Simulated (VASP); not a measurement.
Write the native input for VASP 6.6.1 that does the following.

```
Task                               : single point
Functional                         : HSE06
Potentials or basis                : VASP PAW PBE potentials, release 64 (B, As)
Cutoff                             : 520 eV
k mesh                             : 6 × 6 × 6
Occupations                        : gaussian, width 0.02 eV
Spin                               : no spin polarisation
Grid for exact exchange (PRECFOCK) : Fast
Screening parameter                : 0.2 1/A
Further INCAR settings             : ALGO = Normal; EDIFF = 1e-07
```

BAs:

```xyz
2
Lattice="0.0000 2.4090 2.4090 2.4090 0.0000 2.4090 2.4090 2.4090 0.0000" Properties=species:S:1:pos:R:3 pbc="T T T"
B     0.0000    0.0000    0.0000
As    1.2045    1.2045    1.2045
```

The cell isn't the ideal one: a relaxed cell with its volume scaled by 1.03.

These files were run (other wordings do the same):

POSCAR

```
BAs                                     
1.0
    0.0000000000      2.4089521849      2.4089521849
    2.4089521849      0.0000000000      2.4089521849
    2.4089521849      2.4089521849      0.0000000000
  B               As            
     1     1
Direct
     0.0000000000000000    0.0000000000000000    0.0000000000000000
     0.2500000000000000    0.2500000000000000    0.2500000000000000
```

INCAR.step1

```
SYSTEM = BAs
  ALGO = Normal
  EDIFF = 1E-5
  ENCUT = 520
  GGA = PE
  ISIF = 2
  ISMEAR = 0
  KPAR = 4
  LASPH = .TRUE.
  LREAL = .FALSE.
  LWAVE = .TRUE.
  NELM = 60
  PREC = Accurate
  SIGMA = 0.02
```

INCAR.step2

```
SYSTEM = BAs
  ALGO = Normal
  EDIFF = 1E-7
  ENCUT = 520
  GGA = PE
  HFSCREEN = 0.2
  ISIF = 2
  ISMEAR = 0
  ISTART = 1
  KPAR = 4
  LASPH = .TRUE.
  LCHARG = .FALSE.
  LHFCALC = .TRUE.
  LREAL = .FALSE.
  LWAVE = .FALSE.
  NELM = 60
  PREC = Accurate
  PRECFOCK = Fast
  SIGMA = 0.02
```

KPOINTS

```
k-points
0
G
  6 6 6
  0 0 0
```

Potentials or basis: VASP PAW PBE potentials, release 64 (B, As).

Run with:

```bash
$ cat potpaw_PBE.64/B/POTCAR potpaw_PBE.64/As/POTCAR > POTCAR
$ cp INCAR.step1 INCAR
$ mpirun -np 4 vasp_std > vasp.out
$ cp INCAR.step2 INCAR
$ mpirun -np 4 vasp_std > vasp.out
```

It gave:

The pressure is -4.1 GPa and the band gap on the k mesh is 1.98 eV, indirect (least direct gap 4.10 eV).

Caveat: the PAW data sets were made with another functional, which shifts forces and pressure a little.

It took 100 s on 4 MPI ranks on AMD EPYC 7R13 Processor (Zen 3) (shared host), peak memory 0.21 GiB a rank.
